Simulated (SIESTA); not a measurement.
Crystal: CuI (Marshite).

```
I Cu
1.0
     0.00000    3.03150    3.03150
     3.03150    0.00000    3.03150
     3.03150    3.03150    0.00000
I Cu
1 1
Cartesian
  0.0000 0.0000 0.0000
  4.5473 4.5473 4.5473
```

Base run:

* Program: SIESTA 5.4.2
* Functional: PBE
* Potentials or basis: PseudoDojo 0.4 standard (PBE files, fully relativistic)
* Basis: DZP (energy shift 0.002 Ry)
* Grid cutoff: 800 Ry
* Energy shift: 0.002 Ry
* k mesh: 6 × 6 × 6
* Occupations: fermi-dirac, width 0.05 eV
* Spin: non-collinear spin, zero start, spin-orbit coupling
* Starting moments: [[0.0, 0.0, 0.0], [0.0, 0.0, 0.0]] μB

Its results: band gap on the k mesh 1.85 eV, direct; pressure 1.8 GPa; net moment 0.00 μB per cell.

Question: The run is repeated on the same cell with these changes: basis from DZP (energy shift 0.002 Ry) to TZP (energy shift 0.002 Ry). What comes out?

Answer: Band gap on the k mesh 1.54 eV, direct; pressure 1.9 GPa; net moment 0.00 μB per cell.

Caveats: semicore shells carry a single zeta, which can move pressures by several GPa and volumes by a few percent; the basis of atomic orbitals isn't converged, which shifts pressures, moduli and gaps.

Not every run made on this cell is shown here.
